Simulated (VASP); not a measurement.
Computed with PBEsol GGA, VASP's PBE PAW potentials (set 64) (plane waves; VASP 6.6.1).

Input for VASP

File POSCAR:
```
AlSb
1.0
  0.0000000000   2.7948070212   2.7948070212
  2.7948070212   0.0000000000   2.7948070212
  2.7948070212   2.7948070212   0.0000000000
Al Sb
1 1
Direct
  0.0000000000   0.0000000000   0.0000000000
  0.2500000000   0.2500000000   0.2500000000
```

**INCAR**
```
SYSTEM = AlSb
PREC = Accurate
ENCUT = 480
EDIFF = 1E-7
NELM = 100
ALGO = Normal
LREAL = .FALSE.
LASPH = .TRUE.
ISMEAR = 0
SIGMA = 0.05
GGA = PS
LMAXMIX = 4
LWAVE = .FALSE.
LCHARG = .FALSE.
ISIF = 3
IBRION = 2
NSW = 40
EDIFFG = -0.01
PSTRESS = 300
```

### KPOINTS
```
Automatic mesh
0
Gamma
8 8 8
0 0 0
```

POTCAR, in this order: Al Sb (PBE.64 set). Program: vasp_std.

Output of the run:

OSZICAR:
```
       N       E                     dE             d eps       ncg     rms          rms(c)
DAV:   1     0.189008898233E+02    0.18901E+02   -0.28278E+03   464   0.697E+02
DAV:   2    -0.751426090380E+01   -0.26415E+02   -0.26013E+02   616   0.944E+01
DAV:   3    -0.799595069073E+01   -0.48169E+00   -0.48088E+00   632   0.167E+01
DAV:   4    -0.799849371768E+01   -0.25430E-02   -0.25430E-02   704   0.138E+00
DAV:   5    -0.799850090203E+01   -0.71843E-05   -0.71843E-05   640   0.545E-02    0.455E+00
DAV:   6    -0.784079848867E+01    0.15770E+00   -0.12580E-01   528   0.183E+00    0.292E+00
DAV:   7    -0.777900392683E+01    0.61795E-01   -0.18414E-01   600   0.232E+00    0.605E-01
DAV:   8    -0.777906824713E+01   -0.64320E-04   -0.70958E-03   480   0.619E-01    0.879E-02
DAV:   9    -0.777908990511E+01   -0.21658E-04   -0.19759E-04   752   0.112E-01    0.484E-02
DAV:  10    -0.777908913425E+01    0.77086E-06   -0.67302E-06   576   0.169E-02    0.330E-02
DAV:  11    -0.777909139065E+01   -0.22564E-05   -0.38498E-06   592   0.146E-02    0.778E-03
DAV:  12    -0.777909112442E+01    0.26623E-06   -0.36044E-07   584   0.358E-03    0.129E-03
DAV:  13    -0.777909113263E+01   -0.82084E-08   -0.47800E-08   456   0.175E-03
   1 F= 0.39606668E+00 E0= 0.39606668E+00  d E =0.396067E+00
```

**OUTCAR**
```
------------------------ aborting loop because EDIFF is reached ----------------------------------------
  FORCE on cell =-STRESS in cart. coord.  units (eV):
  Direction    XX          YY          ZZ          XY          YZ          ZX
  --------------------------------------------------------------------------------------
  Total        8.1752495      8.1752495      8.1752495     -0.0000000      0.0000000     -0.0000000
  in kB      300.0033659    300.0033659    300.0033659     -0.0000000      0.0000000     -0.0000000
  external PRESSURE =       0.0033659 kB  Pullay stress =     300.0000000 kB
  volume of cell :       43.66
      direct lattice vectors                 reciprocal lattice vectors
     0.000000000  2.794807021  2.794807021    -0.178903229  0.178903229  0.178903229
     2.794807021  0.000000000  2.794807021     0.178903229 -0.178903229  0.178903229
     2.794807021  2.794807021  0.000000000     0.178903229  0.178903229 -0.178903229
 POSITION                                       TOTAL-FORCE (eV/Angst)
 -----------------------------------------------------------------------------------
      0.00000      0.00000      0.00000        -0.000000     -0.000000     -0.000000
      1.39740      1.39740      1.39740         0.000000      0.000000      0.000000
 -----------------------------------------------------------------------------------
    total drift:                                0.000000      0.000000      0.000000
  FREE ENERGIE OF THE ION-ELECTRON SYSTEM (eV)
  ---------------------------------------------------
  free  energy   TOTEN  =        -7.7790911326 eV

  energy  without entropy=       -7.7790911326  energy(sigma->0) =       -7.77909113
  enthalpy is  TOTEN    =         0.3960666778 eV   P V=        8.1751578104

 reached required accuracy - stopping structural energy minimisation
```
(Selected blocks of OUTCAR.)

File OUTCAR:
```
 val. band max:        7.8206596431   @ k =   0.0000   0.0000   0.0000

 cond. band min:       8.2654325250   @ k =   0.5000   0.5000   0.0000


 Fermi energy:         8.0552766633

 k-point     1 :       0.0000    0.0000    0.0000
  band No.  band energies     occupation
      1      -4.8491      2.00000
      2       7.8207      2.00000
      3       7.8207      2.00000
      4       7.8207      2.00000
      5      11.0767      0.00000
      6      11.0767      0.00000
      7      11.0767      0.00000
      8      11.7878      0.00000

 k-point     2 :       0.1250    0.0000    0.0000
  band No.  band energies     occupation
      1      -4.6511      2.00000
      2       6.2159      2.00000
      3       7.5539      2.00000
      4       7.5539      2.00000
      5      10.9222      0.00000
      6      11.4569      0.00000
      7      11.4569      0.00000
      8      13.1118      0.00000

 k-point     3 :       0.2500    0.0000    0.0000
  band No.  band energies     occupation
      1      -4.0807      2.00000
      2       3.8158      2.00000
      3       7.0809      2.00000
      4       7.0809      2.00000
      5      10.4332      0.00000
      6      11.8325      0.00000
      7      11.8325      0.00000
      8      14.7798      0.00000

 k-point     4 :       0.3750    0.0000    0.0000
  band No.  band energies     occupation
      1      -3.2618      2.00000
      2       1.7975      2.00000
      3       6.7303      2.00000
      4       6.7303      2.00000
      5      10.1018      0.00000
      6      11.6135      0.00000
      7      11.6135      0.00000
      8      14.3613      0.00000

 k-point     5 :       0.5000    0.0000    0.0000
  band No.  band energies     occupation
      1      -2.7401      2.00000
      2       0.8658      2.00000
      3       6.6065      2.00000
      4       6.6065      2.00000
      5       9.9919      0.00000
      6      11.4585      0.00000
      7      11.4585      0.00000
...
```

Unless said otherwise, spin-orbit coupling is left out, though it shifts the bands of the heavy elements here.

The compound is AlSb in the zinc blende structure. It was relaxed first under an external pressure of 30 GPa.
